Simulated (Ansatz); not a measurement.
# NaCl: energy against volume in PBE, exact exchange and the RPA

The task here is to estimate one member of a computed series from the others.

The runs shown are made with Ansatz 0.2.0. PBE orbitals, norm-conserving pseudopotentials, plane waves. The structure was generated, not taken from experiment, and needn't be the ground state; spin polarisation is off.

## The structure to begin with

The cell was relaxed beforehand with r2SCAN; volume changes: +0 %, -5 %, +5 %, -10 %, +10 %.

Space group F-43m (No. 216), cubic; a = 6.175 Å in the conventional setting, 29.43 Å³ an atom. Near Na stand 4 Cl at 2.67 Å; near Cl stand 4 Na at 2.67 Å.

As a file:

```
CELL_PARAMETERS angstrom
0.00000 3.08727 3.08727
3.08727 0.00000 3.08727
3.08727 3.08727 0.00000
ATOMIC_POSITIONS crystal
Na 0.00000 0.00000 0.00000
Cl 0.25000 0.25000 0.25000
```

Set-up of the first run:

Input file input.yaml:

```yaml
crystal:
  lattice:
    - [0.0, 3.0872727977, 3.0872727977]
    - [3.0872727977, 0.0, 3.0872727977]
    - [3.0872727977, 3.0872727977, 0.0]
  atoms:
    - { symbol: Na, position: [0.0, 0.0, 0.0] }
    - { symbol: Cl, position: [0.25, 0.25, 0.25] }
kpoints:
  mp_grid: { grid: [4, 4, 4] }
hamiltonian:
  xc: pbe
  pseudopotentials: { kind: nc }
scf:
  occupations: { method: fixed }
output:
  rpa_energy:
    ecut_chi_ladder: [184, 206, 228, 253, 278]
    long_wavelength: optical_limit
basis:
  ecutwfc: 1197.300995
```

Steps of the session up to this table: The unscaled cell; Volume -5 %; Volume +5 %; Volume -10 %; Volume +10 %.

One table of the session follows, with a row left open; its other results are not shown here.

It belongs to the step «The three curves». Energies in meV/atom from the unscaled cell:

| volume (Å³/atom) | PBE | exact exchange | EXX+RPA | RPA correlation |
| --- | --- | --- | --- | --- |
| 26.483 | 35.0 | 50.0 | 13.0 | -37.0 |
| 27.954 | ? | ? | ? | ? |
| 29.426 | 0.0 | 0.0 | 0.0 | 0.0 |
| 30.897 | -2.3 | -7.9 | 11.9 | 19.8 |
| 32.368 | 2.4 | -7.8 | 17.2 | 25.1 |

**Question.** Estimate the row for volume (Å³/atom) = 27.954.

Worked estimate for «PBE». A straight line through the neighbours (26.483, 35.0) and (29.426, 0.0) gives 35.0 + (0.0 − 35.0) × (27.954 − 26.483) / (29.426 − 26.483) = 17.5; a parabola fitted to 3 rows on both sides gives 12.4.

As computed: PBE: 11.5; exact exchange: 18.3; EXX+RPA: 7.6; RPA correlation: -10.7. In «PBE» the line misses by +6.0 and the parabola by +0.9.

To keep in mind: The curve is too rough to resolve B₀ and B₀′ of EXX+RPA; its minimum, near 28.9 Å³/atom, is a rough guide.
